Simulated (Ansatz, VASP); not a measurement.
**MgSe: VASP beside Ansatz**

File INCAR:

```
SYSTEM = MgSe
ALGO = Fast ; EDIFF = 1E-7
EDIFFG = -0.005 ; ENCUT = 600
GGA = PE ; IBRION = 2
ISIF = 3 ; ISMEAR = 0
IVDW = 12 ; LASPH = .True.
LCHARG = .False. ; LREAL = .False.
LWAVE = .False. ; NELM = 60
NSW = 70 ; PREC = Accurate
SIGMA = 0.02
```

KPOINTS

```
k-points
0
Gamma
  8 8 8
  0 0 0
```

POSCAR

```
MgSe
1.0
    0.0000000000      2.7544736754      2.7544736754
    2.7544736754      0.0000000000      2.7544736754
    2.7544736754      2.7544736754      0.0000000000
Mg Se
1 1
Direct
    0.0000000000      0.0000000000      0.0000000000
    0.5000000000      0.5000000000      0.5000000000
```

Input for Ansatz:

```yaml
crystal:
  lattice:
    - [0.0, 2.7544736754, 2.7544736754]
    - [2.7544736754, 0.0, 2.7544736754]
    - [2.7544736754, 2.7544736754, 0.0]
  atoms:
    - { symbol: Mg, position: [0.0, 0.0, 0.0] }
    - { symbol: Se, position: [0.5, 0.5, 0.5] }
basis:
  ecutwfc: 420
kpoints:
  mp_grid: { grid: [8, 8, 8] }
hamiltonian:
  xc: pbe
  dispersion: d3bj
scf:
  occupations: { method: gaussian, width: 0.02 }
output:
  forces: true
  stress: true
  eigenvalues: true
relax:
  adjacent_minimum: "off"
  f_tol: 0.005
  max_steps: 50
  cell: { stress_tol: 0.05 }
```

Alike in both runs: task relaxation of cell and atoms; functional PBE; dispersion D3(BJ); k mesh 8 × 8 × 8; occupations gaussian, width 0.02 eV; no spin polarisation.

|  | VASP | Ansatz |
| --- | --- | --- |
| version | VASP 6.6.1 | Ansatz 0.2.0 |
| potentials or method | VASP PAW PBE potentials, release 64 (Mg, Se) | scalar-relativistic, plane waves, PAW |
| plane-wave cutoff (eV) | 600 | 420 |
| valence electrons in the cell | 8 | 26 |

VASP gave:

| Item | Value |
| --- | --- |
| gap on the k mesh at the Fermi level, each at its own relaxed structure (eV) | 1.83 |
| relaxed volume (Å³/atom) | 19.91 |
| relaxed cell length with the largest relative difference (Å) | 3.833 |
| energy change over the relaxation (meV/atom) | -10 |

**Question.** What did Ansatz give for the same quantities?

**Answer.** gap on the k mesh at the Fermi level, each at its own relaxed structure (eV): 1.85; relaxed volume (Å³/atom): 19.95; relaxed cell length with the largest relative difference (Å): 3.835; energy change over the relaxation (meV/atom): -9.

The two sets of potentials don't hold the same shells in valence.

A k mesh can miss the band edges. PBE gaps usually lie below the measured ones, often by a third to a half.
